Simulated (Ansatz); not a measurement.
# PbSe (Fm-3m), a sublattice moved along a line

These are results of Ansatz, DFT LDA, scalar-relativistic, plane waves, PAW, not measurements. The runs took a 420 eV cutoff, a Γ-centred 10×10×10 mesh and Gaussian smearing (0.03 eV). Spin–orbit coupling is left out, which matters for the heavy elements here. No spin polarisation. Energies are free energies at this smearing, counted from the undisturbed cell; pressure is positive in compression.

Zero of the scan (as given, not relaxed at this level; it stands at -2.2 GPa):

```xyz
2
Lattice="0.0000 3.0621 3.0621 3.0621 0.0000 3.0621 3.0621 3.0621 0.0000" Properties=species:S:1:pos:R:3 pbc="T T T"
Pb    0.0000    0.0000    0.0000
Se    3.0621    3.0621    3.0621
```

Every Se atom is moved by x along the Cartesian unit vector (0.000, 0.000, -1.000); the cell and all other atoms stay fixed.

```csv
x (Å),ΔE (meV/cell)
-0.5000,220.7
-0.2500,19.4
0.0000,0.0
0.1250,2.2
0.3125,41.5
0.3750,78.5
0.4375,136.0
```

Question: Predict the gap on the mesh (eV) at each point.

Answer:
```csv
x (Å),gap on the mesh (eV)
-0.5000,1.24
-0.2500,0.77
0.0000,0.19
0.1250,0.42
0.3125,0.96
0.3750,1.05
0.4375,1.14
```